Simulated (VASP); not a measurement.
A run of VASP 6.6.1 is set up as follows.

Contents of INCAR:

```
SYSTEM = Sb
PREC = Accurate
ENCUT = 520
EDIFF = 1E-6
ISMEAR = -1
SIGMA = 0.08
LREAL = .False.
LASPH = .True.
NELM = 100
ALGO = Normal
ISIF = 2
LWAVE = .False.
LCHARG = .False.
GGA = CA
NBANDS = 18
```

KPOINTS

```
Automatic mesh
0
Gamma
  3 3 6
  0 0 0
```

The input POSCAR:

```
Sb
1.0
    6.3200000000      0.0000000000      0.0000000000
    0.0000000000      6.3200000000      0.0000000000
    0.0000000000      0.0000000000      3.1600000000
Sb
4
Direct
   -0.0007020570     -0.0040153481      0.0046452532
   -0.0030056962      0.5006734177      0.0029835443
    0.5045360759      0.0004420886     -0.0072139241
    0.4991716772      0.5028998418     -0.0004148734
```

Potentials or basis: VASP PAW LDA potentials, release 64 (Sb).

Launch:

```bash
$ cat potpaw_LDA.64/Sb/POTCAR > POTCAR
$ mpirun -np 1 vasp_std > vasp.out
```

Q: What does it give for the largest force?

A: 0.057 eV/Å.

Q: What does it give for the pressure?

A: -4.9 GPa.

Q: Estimate the band gap on the k mesh.

A: None (metal or under the smearing width).

Forces on the atoms (eV/Å):
```
Sb   0.022  0.042 -0.019
Sb   0.044 -0.022 -0.004
Sb  -0.045  0.022  0.027
Sb  -0.021 -0.042 -0.004
```

The run has no spin-orbit coupling, so splittings on Sb are missing.
